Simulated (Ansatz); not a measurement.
Computed with Ansatz 0.2.0, DFT PBE, scalar-relativistic, plane waves, PAW. Cutoff 420 eV, Γ-centred meshes of about 0.25 Å⁻¹ or finer for metals and 0.3 Å⁻¹ for insulators (2π included), Gaussian smearing. No spin polarisation.

Relaxed structures of BaTe, with energies over the first row. Coordination counts Te atoms around Ba (those within 1.25 times the shortest such distance or 1.15 times the sum of covalent radii, 1.27 where that leaves under three; a plus sign parts nearer from farther groups).

| # | form | sites | V (Å³/atom) | coordination | ΔE (meV/atom) |
| --- | --- | --- | --- | --- | --- |
| 1 | rock salt type, Fm-3m | Ba 4b; Te 4a | 44.1 | Ba 6 | 0 |
| 2 | Cmcm | Ba 4c; Te 4c | 41.2 | Ba 5+2 | 111 |

A further structure, relaxed alike:

```
CELL_PARAMETERS angstrom
4.80828 0.00000 0.00000
-2.40414 4.16409 0.00000
0.00000 0.00000 4.40975
ATOMIC_POSITIONS crystal
Ba 0.00000 0.00000 0.00000
Te 0.33333 0.66667 0.50000
```

Question: Where does it fall in the ranking, and at what energy?

Answer: It is the highest, 118 meV/atom above row 1, with space group P-6m2 (No. 187) and 44.1 Å³/atom; it is of the tungsten carbide type. Counting Te atoms around Ba, this cell and row 1 both have Ba 6. Ba has 6 Te at 3.55 Å; around Te lie 6 Ba at 3.55 Å.

Spin–orbit coupling, which can matter for Te, is left out. With atoms moved at random, row 1 came back. Row 2 and the further cell had no clear such test and can be saddle points. Row 1 has the structure into which a cell as deposited in COD relaxes.
